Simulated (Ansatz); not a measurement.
Runs of Ansatz 0.2.0 on Li. It takes space group Fm-3m (No. 225, cubic). The conventional cell has a = 4.404 Å, b = 4.404 Å, c = 4.404 Å, α = 90.00°, β = 90.00°, γ = 90.00°. Li (site symmetry m-3m) is surrounded by 12 Li at 3.11 Å. This isn't the form of Li at room conditions, which is bcc.

```csv
task,level,potentials or basis,spin,cell,k mesh,cutoff (eV),smearing,points for each segment of the path,other keys,gap on the mesh (eV),pressure (GPa),moment (μB)
density of states,r2SCAN+rVV10,Ansatz PAW,off,as given,10 × 10 × 10,500,methfessel-paxton 0.05 eV,-,-,none,-0.2,-
single point,r2SCAN0,Ansatz PAW,off,as given,7 × 7 × 7,500,cold 0.025 eV,-,-,none,(a),-
band structure,exchange-only PBE,Ansatz PAW earlier set,"non-collinear, ferromagnetic start",cell strained at random at fixed volume,10 × 10 × 10,780,methfessel-paxton 0.05 eV,14,-,none,0.8,0.01
density of states,r2SCANh+D4,Ansatz PAW earlier set,off,as given,7 × 7 × 7,780,fermi-dirac 0.05 eV,-,-,none,-0.2,-
single point,HISS+D3(BJ),PseudoDojo stringent (PBEsol files),"collinear, program default start",as given,7 × 7 × 7,1306,fermi-dirac 0.15 eV,-,-,none,-1.5,0.00
relaxation of cell and atoms,PBEsol,Ansatz PAW earlier set,"collinear, ferromagnetic start",relaxed,8 × 8 × 8,450,fermi-dirac 0.05 eV,-,basis.ecutwfc = 450 eV; hamiltonian.xc = pbesol,none,0.0,0.00
```

Task: Fill in the values left out.

Result: (a) -0.1.

Caveats: the PAW data sets were made with another functional, which shifts forces and pressure a little (some runs); pairwise dispersion overbinds metals, which lowers pressure and volume (some runs); the thresholds are loose for stress (some runs); the potentials were made for another functional, which shifts forces and pressure (some runs); the starting moments weren't kept (some runs); the dispersion damping was fitted for another functional or another form of the correction (some runs); the plane-wave basis is chosen anew once the cell has moved, so the energies of steps on either side of that aren't comparable (some runs).

A gap of «none» marks a metal or a gap under the smearing width.
